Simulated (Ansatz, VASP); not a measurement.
**Cross-check of BaHfO3 between VASP and Ansatz**

One calculation is typed for both programs; each brings its own data sets and cutoff. How far apart do they land?

Program: Ansatz 0.2.0. Level of theory: plane waves, with VASP 6.6.1 beside it; single point at PBE. Results are calculated unless marked as measured.

### 1. Starting point

The structure is cubic, space group Pm-3m (No. 221). The conventional cell has a = 4.170 Å, b = 4.170 Å, c = 4.170 Å, α = 90.00°, β = 90.00°, γ = 90.00°. Nearest to Hf lie 6 O at 2.08 to 2.09 Å. Ba has 12 O at 2.95 Å nearest. O has 2 Hf at 2.08 Å and 4 Ba at 2.95 Å nearest. Farther neighbours and most contacts between anions are not listed. That group holds within 0.01 Å; judged at 0.001 Å it is P4mm (No. 99).

As a file:

```cif
data_structure
_symmetry_space_group_name_H-M 'Pm-3m'
_symmetry_Int_Tables_number 221
_cell_length_a 4.1698
_cell_length_b 4.1698
_cell_length_c 4.1698
_cell_angle_alpha 90.000
_cell_angle_beta 90.000
_cell_angle_gamma 90.000
_cell_volume 72.50
loop_
_atom_site_label
_atom_site_type_symbol
_atom_site_symmetry_multiplicity
_atom_site_Wyckoff_symbol
_atom_site_fract_x
_atom_site_fract_y
_atom_site_fract_z
_atom_site_occupancy
Hf1 Hf 1 a 0.00000 0.00000 0.00000 1
Ba1 Ba 1 b 0.50000 0.50000 0.50000 1
O1 O 3 d 0.00000 0.50000 0.00000 1
```

### 2. Ansatz: single point, PBE

Ansatz runs on its default PAW (the set named soft_2) files.

With cell and atoms fixed, the geometry can't cause a difference; cores, projectors, grids and the points listed under the comparison can.

File input.yaml:

```yaml
crystal:
  lattice:
    - [4.1695667999, 0.0, 0.0]
    - [0.0, 4.1695667999, 0.0]
    - [0.0, 0.0, 4.1703766343]
  atoms:
    - { symbol: Hf, position: [0.0, 0.0, 0.4976611311] }
    - { symbol: Ba, position: [0.5, 0.5, 0.9975935837] }
    - { symbol: O, position: [0.0, 0.5, 0.4983481492] }
    - { symbol: O, position: [0.5, 0.0, 0.4983481492] }
    - { symbol: O, position: [0.0, 0.0, 0.9980707769] }
hamiltonian:
  xc: pbe
  pseudopotentials: { kind: paw }
kpoints:
  mp_grid: { grid: [6, 6, 6] }
scf:
  occupations: { method: gaussian, width: 0.01 }
  n_extra_bands: 5
output:
  forces: true
  stress: true
  eigenvalues: true
  write_density: true
  write_potential: true
  elf: true
  volumetric_format: npy
```

Command:

```bash
> ansatz run input.yaml --threads 2 --pin off --max-ram 4608MiB --backend cpu --events-out ev --progress --plain --runs-dir out
```

Numbers of over 12 decimals in the logs are rounded to 6 here.

The log of the run:

```text
scf.n_extra_bands = 5 over 27 filled bands (N_el = 54.0): the run solves 32 bands
Engine: ansatz 0.2.0, aarch64-unknown-linux-gnu
Pseudopotentials: kind: paw
Pseudopotential: Hf, paw, valence charge 26, recommended cutoff 420 eV (normal), Hf.paw.azcp
Pseudopotential: Ba, paw, valence charge 10, recommended cutoff 420 eV (normal), Ba.paw.azcp
Pseudopotential: O, paw, valence charge 6, recommended cutoff 420 eV (normal), O.paw.azcp
Functional definition: PBE
  parameter kappa = 0.804
  parameter beta = 0.066725
  exchange = pbe_x(kappa = kappa, mu = beta*pi^2/3)
  correlation = pbe_c(beta = beta)
Crystal: 5 atoms, lattice volume = 72.503 Å³
Basis set: ecut = 420 eV, 1365 PW (Γ), exchange–correlation on 60×60×60 points (8 copies of the dense FFT grid, shifted against one another)
Bands: 32, of which v1, the nominal top of the filled ones, is band 27 counted from 1 (26 counted from 0)
Symmetry: 8 space group operations
Space group: P4mm (ITA 99), of the structure as read, at distance tolerance 4.2e-5 Å
k-points: 40 of 216 (time reversal used)
Non-local potential: Hf, projectors of the file, l = 0: 3, l = 1: 2, l = 2: 2, l = 3: 3
Non-local potential: Ba, projectors of the file, l = 0: 3, l = 1: 2, l = 2: 2, l = 3: 2
Non-local potential: O, projectors of the file, l = 0: 2, l = 1: 2, l = 2: 1
PAW form: soft (Blöchl's): semilocal exchange-correlation on the pseudo side does not see the compensation charge
PAW one-centre angular grid: Hf, 590 points (default); XC on 64 Gauss nodes
PAW one-centre angular grid: Ba, 194 points (default); XC on 64 Gauss nodes
PAW one-centre angular grid: O, 110 points (default); XC on 64 Gauss nodes
Initial density: superposition of atomic densities (neutral atoms: chi_scale 0, normalization atom), corrected by the library's trained network
Initial wavefunctions: pseudopotential atomic-orbital guess
Functional: x = pbe(κ = 0.804, μ = 0.219515), c = pbe(β = 0.066725)
SCF iter   1: F=—  HF=-23382.403672 eV  |F-HF|=—  |Δ(HF+E_count)|=         —  Δρ=9.37e-4  dr2=1.71e-4  ethr=1.77e-3  ⟨swp⟩=8.1  Hψ=5749  notcnv=0
preconditioner: auto → Resta (q_TF=auto, 2.598 Å⁻¹)  ε∞=4.5  [insulator: Δε(μ)=3.664 eV  Ē_g=16.806 eV  σ=0.010 eV  W_gap=1.00  n_scr=18 (ndim 8)  ℏωp=31.4 eV  f_vac=0.007  D(μ)=0.00/eV (n_scr^D=0)  ε∞_Penn≈4.5]
SCF iter   2: F=—  HF=-23382.404336 eV  |F-HF|=—  |Δ(HF+E_count)|=   6.63e-4  Δρ=5.46e-4  dr2=1.21e-4  ethr=3.17e-7  ⟨swp⟩=3.0  Hψ=3627  notcnv=0  defer=36
SCF iter   3: F=—  HF=-23382.404480 eV  |F-HF|=—  |Δ(HF+E_count)|=   1.44e-4  Δρ=3.25e-4  dr2=4.07e-5  ethr=2.24e-7  ⟨swp⟩=2.0  Hψ=2158  notcnv=0  defer=38
SCF iter   4: F=—  HF=-23382.404486 eV  |F-HF|=—  |Δ(HF+E_count)|=   5.91e-6  Δρ=8.32e-5  dr2=1.64e-6  ethr=7.54e-8  ⟨swp⟩=2.0  Hψ=2191  notcnv=0  defer=38
SCF iter   5: F=—  HF=-23382.404490 eV  |F-HF|=—  |Δ(HF+E_count)|=   4.47e-6  Δρ=3.13e-5  dr2=5.70e-7  ethr=3.04e-9  ⟨swp⟩=2.4  Hψ=2299  notcnv=0  defer=38
SCF iter   6: F=-23382.404490 eV  HF=-23382.404490 eV  |F-HF|=3.30e-9  |Δ(HF+E_count)|=   1.45e-7  Δρ=7.70e-6  dr2=3.44e-8  ethr=1.85e-10  ⟨swp⟩=11.8  Hψ=10514  notcnv=0
SCF 1 converged in 6 iterations: F = -23382.404490 eV  dr2 = 3.44e-8
  greatest PAW one-centre occupation: 0.999 electrons in one spin orbital (limit 2), on the Hf atom at site 0 (counted from 0), in its partial waves of l = 0
SCF converged after 6 iterations
Free energy (F): -23382.404490 eV
Harris-Foulkes:  -23382.404490 eV  (|F-HF|=3.30e-9)
Internal energy: -23382.404490 eV  (E = F + TS)
E sigma→0 (E₀):  -23382.404490 eV
Fermi energy:    13.454406 eV
--- Per-component energies (eV) ---
  E_band       = -39.746772
  E_kinetic    = 1119.200025
  E_local      = -7999.403332  (includes V_loc(G=0)·N_el)
  E_nonlocal   = -1041.640997
  E_hartree    = 3645.279438
  E_xc         = -692.698865
  E_vxc        = -688.513565  (∫ρ·V_xc dr)
  E_paw        = -12628.023318  (= ΣΔE_a)
  E_vpaw       = 1280.037641  (= ΣTr[D̂ρ^β])
  E_aug_tail   = 0.007458  (compensation charges beyond the density's cutoff)
  E_ewald      = -5785.124899
  E_smearing   = -0.000000  (= −TS)
  E_closure    = -0.000000  (closes the sum)
  Σ components = -23382.404490   (vs F -23382.404490, Δ=0.00e0)
--- Forces (eV/Å), atoms counted from 1 ---
  atom   1  Hf    -0.00000000     0.00000000     0.01104634
  atom   2  Ba     0.00000000     0.00000000     0.00063611
  atom   3  O      0.00000000     0.00000000    -0.00378881
  atom   4  O      0.00000000     0.00000000    -0.00378881
  atom   5  O      0.00000000     0.00000000    -0.00411387
  max |Σ_I F_I| component: 9.02e-6 eV/Å
--- Stress (GPa, compression-positive) ---
        4.292662       0.000000      -0.000000
        0.000000       4.292662       0.000000
       -0.000000       0.000000       4.243747
  P = ⅓ Tr σ = 4.2764 GPa (42.764 kbar)
--- Band table (eV; the first three rows and the last of 40) ---
  k-point 0: bands = [... 23 lower, 10.6589, 11.5168, 11.5172, 11.5172, 15.2920, 15.2920, 15.2929, 16.4145, ... 1 higher]
  k-point 1: bands = [... 23 lower, 10.4733, 10.8588, 11.4102, 11.4102, 15.3934, 15.9243, 15.9243, 16.8372, ... 1 higher]
  k-point 2: bands = [... 23 lower, 10.1152, 10.1510, 11.2636, 11.2636, 15.6248, 17.2328, 17.2328, 17.7212, ... 1 higher]
  k-point 39: bands = [... 23 lower, 9.1567, 11.6165, 11.6165, 11.6169, 17.7632, 17.7632, 17.7642, 19.4982, ... 1 higher]
```

The job ended after 5.5 s (2 threads of Arm Neoverse V2, shared host; peak memory 0.38 GiB).

Reading the cycles: dr2 is the Hartree energy of the density residual (eV), the measure of convergence; HF is the Harris–Foulkes estimate of the energy, which meets the free energy F at convergence.

The run ends at a pressure of 4.28 GPa, with forces up to 0.011 eV/Å.

### 3. VASP: single point, PBE

The same cell, functional, mesh and smearing now go to VASP, with its own data sets and cutoff.

Lines of VASP's logs that name or quote its potential files are left out, and so is its time.

File INCAR:

```
SYSTEM = BaHfO3
PREC = Accurate
ENCUT = 520
EDIFF = 1E-07
NELM = 100
ISMEAR = 0
SIGMA = 0.01
LREAL = .FALSE.
ALGO = Normal
GGA = PE
NBANDS = 25
LORBIT = 11
LWAVE = .FALSE.
LCHARG = .FALSE.
KPAR = 2
```

File POSCAR:

```
BaHfO3
1.0
    4.1695667999      0.0000000000      0.0000000000
    0.0000000000      4.1695667999      0.0000000000
    0.0000000000      0.0000000000      4.1703766343
Hf Ba O
1 1 3
Direct
    0.0000000000      0.0000000000      0.4976611311
    0.5000000000      0.5000000000      0.9975935837
    0.0000000000      0.5000000000      0.4983481492
    0.5000000000      0.0000000000      0.4983481492
    0.0000000000      0.0000000000      0.9980707769
```

File KPOINTS:

```
Automatic mesh
0
Gamma
6 6 6
0 0 0
```

Potentials, in the order of the species: Hf_pv, Ba_sv and O (PBE family, release 64).

Command:

```bash
> mpirun -np 2 vasp_std
```

The log of the run:

```text
[banner, memory and clock lines left out]
running    2 mpi-ranks, on    1 nodes
 distrk:  each k-point on    1 cores,    2 groups
 distr:  one band on    1 cores,    1 groups

 POSCAR found type information on POSCAR HfBaO
 POSCAR found :  3 types and       5 ions
 LDA part: xc-table for (Slater+PW92), standard interpolation
 POSCAR, INCAR and KPOINTS ok, starting setup
 FFT: planning ... GRIDC
 FFT: planning ... GRID_SOFT
 FFT: planning ... GRID
 WAVECAR not read
 entering main loop
       N       E                     dE             d eps       ncg     rms          rms(c)
DAV:   1     0.220927323006E+03    0.22093E+03   -0.20636E+04  2000   0.146E+03
DAV:   2    -0.386942430520E+02   -0.25962E+03   -0.25169E+03  2600   0.330E+02
DAV:   3    -0.502930943672E+02   -0.11599E+02   -0.11561E+02  2601   0.688E+01
DAV:   4    -0.505437717858E+02   -0.25068E+00   -0.25049E+00  2923   0.787E+00
DAV:   5    -0.505461750800E+02   -0.24033E-02   -0.24029E-02  2607   0.662E-01    0.593E+01
DAV:   6    -0.436955032841E+02    0.68507E+01   -0.36832E+01  2267   0.352E+01    0.523E+01
DAV:   7    -0.435704232729E+02    0.12508E+00   -0.20601E+00  2694   0.916E+00    0.333E+01
DAV:   8    -0.435541465604E+02    0.16277E-01   -0.32949E-01  2392   0.465E+00    0.617E+00
DAV:   9    -0.435375724700E+02    0.16574E-01   -0.76172E-02  2354   0.180E+00    0.194E+00
DAV:  10    -0.435375457895E+02    0.26681E-04   -0.83067E-03  2508   0.612E-01    0.800E-01
DAV:  11    -0.435373878878E+02    0.15790E-03   -0.71269E-04  2528   0.176E-01    0.172E-01
DAV:  12    -0.435374217218E+02   -0.33834E-04   -0.80963E-05  2687   0.598E-02    0.141E-01
DAV:  13    -0.435374260632E+02   -0.43413E-05   -0.10588E-05  2567   0.215E-02    0.556E-03
DAV:  14    -0.435374258653E+02    0.19788E-06   -0.66821E-07  2481   0.531E-03    0.352E-03
DAV:  15    -0.435374257510E+02    0.11427E-06   -0.33302E-07  2349   0.367E-03    0.326E-03
DAV:  16    -0.435374257486E+02    0.24556E-08   -0.17259E-08  1381   0.947E-04
   1 F= -.43537426E+02 E0= -.43537426E+02  d E =-.219924E-21
```

OUTCAR, selected parts (step 3):

```text
ion  position               nearest neighbor table
   1  0.000  0.000  0.498-   5 2.08   4 2.08   3 2.08   3 2.08   4 2.08   5 2.09   2 3.61   2 3.61
                             2 3.61   2 3.61   2 3.61   2 3.61   2 3.61   2 3.61
   2  0.500  0.500  0.998-   3 2.95   4 2.95   4 2.95   3 2.95   5 2.95   5 2.95   5 2.95   5 2.95
                             3 2.95   4 2.95   4 2.95   3 2.95   1 3.61   1 3.61   1 3.61   1 3.61
   3  0.000  0.500  0.498-   1 2.08   1 2.08   2 2.95   2 2.95   2 2.95   2 2.95
   4  0.500  0.000  0.498-   1 2.08   1 2.08   2 2.95   2 2.95   2 2.95   2 2.95
   5  0.000  0.000  0.998-   1 2.08   1 2.09   2 2.95   2 2.95   2 2.95   2 2.95

  LATTYP: Found a simple tetragonal cell.
 ALAT       =     4.1695667999
 C/A-ratio  =     1.0001942251

 Subroutine GETGRP returns: Found  8 space group operations
 (whereof  8 operations were pure point group operations)

The static configuration has the point symmetry C_4v.

 Found     40 irreducible k-points:

   k-points           NKPTS =     40   k-points in BZ     NKDIM =     40   number of bands    NBANDS=     25

   dimension x,y,z NGX =    32 NGY =   32 NGZ =   32
   dimension x,y,z NGXF=    64 NGYF=   64 NGZF=   64

   ENCUT  =  520.0 eV  38.22 Ry    6.18 a.u.   7.75  7.75  7.75*2*pi/ulx,y,z

   NELECT =      38.0000    total number of electrons

 k-points in reciprocal lattice and weights: Automatic mesh
   0.00000000  0.00000000  0.00000000       0.005
   0.16666667  0.00000000  0.00000000       0.019
   0.33333333  0.00000000  0.00000000       0.019
   0.50000000  0.00000000  0.00000000       0.009
   0.16666667  0.16666667  0.00000000       0.019
   0.33333333  0.16666667  0.00000000       0.037
   0.50000000  0.16666667  0.00000000       0.019
   0.33333333  0.33333333  0.00000000       0.019
   0.50000000  0.33333333  0.00000000       0.019
[...]
0.50000000  0.33333333  0.50000000       0.019
   0.50000000  0.50000000  0.50000000       0.005

 average (electrostatic) potential at core
       1 -37.9430       2 -34.7961       3 -70.6653       4 -70.6653       5 -70.6647

 E-fermi :   2.5340

 k-point     1 :       0.0000    0.0000    0.0000
  band No.  band energies     occupation
    ...
     15       1.4888      2.00000
     16       1.4888      2.00000
     17       2.2569      2.00000
     18       2.2573      2.00000
     19       2.2573      2.00000
     20       6.0565      0.00000
     21       6.0565      0.00000
     22       6.0575      0.00000
     23       7.1680      0.00000
     24       7.1697      0.00000
    ...

 k-point     2 :       0.1667    0.0000    0.0000
  band No.  band energies     occupation
    ...
     15       1.2410      2.00000
     16       1.2852      2.00000
     17       1.6140      2.00000
     18       2.1507      2.00000
     19       2.1511      2.00000
     20       6.1745      0.00000
     21       6.6986      0.00000
     22       6.6995      0.00000
     23       7.6102      0.00000
     24       7.6265      0.00000
    ...

 k-point     3 :       0.3333    0.0000    0.0000
  band No.  band energies     occupation
    ...
     15       0.8758      2.00000
     16       0.8898      2.00000
     17       0.9326      2.00000
     18       2.0031      2.00000
     19       2.0034      2.00000
     20       6.4529      0.00000
     21       8.0280      0.00000
     22       8.0287      0.00000
     23       8.5049      0.00000
     24       8.6526      0.00000
    ...

  Total        1.7071294      1.7071294      1.6853138      0.0000000      0.0000000      0.0000000
  in kB       37.7241849     37.7241849     37.2421030      0.0000000      0.0000000      0.0000000
  external PRESSURE =      37.5634909 kB  Pullay stress =       0.0000000 kB

  energy-cutoff  :      520.00
  volume of cell :       72.50
      direct lattice vectors                 reciprocal lattice vectors
     4.169566800  0.000000000  0.000000000     0.239833069  0.000000000  0.000000000
     0.000000000  4.169566800  0.000000000     0.000000000  0.239833069  0.000000000
     0.000000000  0.000000000  4.170376634     0.000000000  0.000000000  0.239786496

 POSITION                                       TOTAL-FORCE (eV/Angst)
 -----------------------------------------------------------------------------------
      0.00000      0.00000      2.07543        -0.000000      0.000000      0.011577
      2.08478      2.08478      4.16034         0.000000     -0.000000      0.001994
      0.00000      2.08478      2.07830         0.000000      0.000000     -0.005084
      2.08478      0.00000      2.07830         0.000000      0.000000     -0.005084
      0.00000      0.00000      4.16233         0.000000      0.000000     -0.003401
 -----------------------------------------------------------------------------------
    total drift:                                0.000000      0.000000      0.000123

  FREE ENERGIE OF THE ION-ELECTRON SYSTEM (eV)
  ---------------------------------------------------
  free  energy   TOTEN  =       -43.5374257486 eV

  energy  without entropy=      -43.5374257486  energy(sigma->0) =      -43.53742575

 total charge
# of ion       s       p       d       tot
------------------------------------------
    1        0.337   6.719   1.513   8.570
    2        2.003   5.637   0.278   7.918
    3        1.558   3.500   0.000   5.058
    4        1.558   3.500   0.000   5.058
    5        1.558   3.500   0.000   5.058
--------------------------------------------------
tot          7.015  22.855   1.792  31.661

[... 3 further parts left out ...]
```

Harder data sets than Hf_pv and Ba_sv exist (the GW ones), and pressures, volumes and forces can shift noticeably with them.

### 4. Differences

Known differences besides the PAW data sets themselves: the data sets hold 54 valence electrons in Ansatz (default PAW (the set named soft_2) files) and 38 in VASP; the cutoff is 420 eV in Ansatz and 520 eV in VASP; VASP leaves aspherical gradient terms in its spheres out (LASPH is not set), Ansatz keeps them. Total energies have different zeros and are not compared.

The two programs side by side:

```
              quantity  Ansatz   VASP  difference
        pressure (GPa)    4.28   3.76       +0.52
gap on the k mesh (eV)   3.675  3.586      +0.089
```

Ansatz's pressure holds a Pulay correction of 0.53 GPa; VASP's holds none.

### 5. Further runs

The difference is large enough to ask for its cause, so further runs change the set-up of one program at a time, as the table lists.

```
                                        run  difference in gap on the k mesh (eV)
                                   as above                                 0.089
    Ansatz's larger PAW set (cutoff 900 eV)                                 0.085
norm-conserving potentials (cutoff 1240 eV)                                 0.087
```

### 6. Summary of results

```
difference in gap on the k mesh (single point, PBE) : 0.089 eV
difference in pressure (single point, PBE)          : 0.52 GPa
```

The difference in gap on the k mesh is 0.089 eV (single point, PBE), beyond the 0.08 eV picked in this series as the mark of a large difference. For single point, PBE: no further run halves the difference in gap on the k mesh; only Ansatz's side was varied, and Ansatz's runs with other potentials lie closer to each other than to VASP, which for this quantity points to VASP's side; this was not tested here. 1 further run on this material is not shown. Differences of this kind measure data sets and numerical settings, not the functional's error against experiment.

[Lines on the potential files, build, host, timing and source positions are cut from VASP's logs without a mark.]

[Logs are printed without paths, hosts, clocks, repeated set-up lines and the standing remarks that a program may print on its own settings, such as how far it seeks lower states.]

[Hosts, paths, dates, database ids (printed as entryN), source tags and the programs' standing remarks are cut or masked in the printed files.]
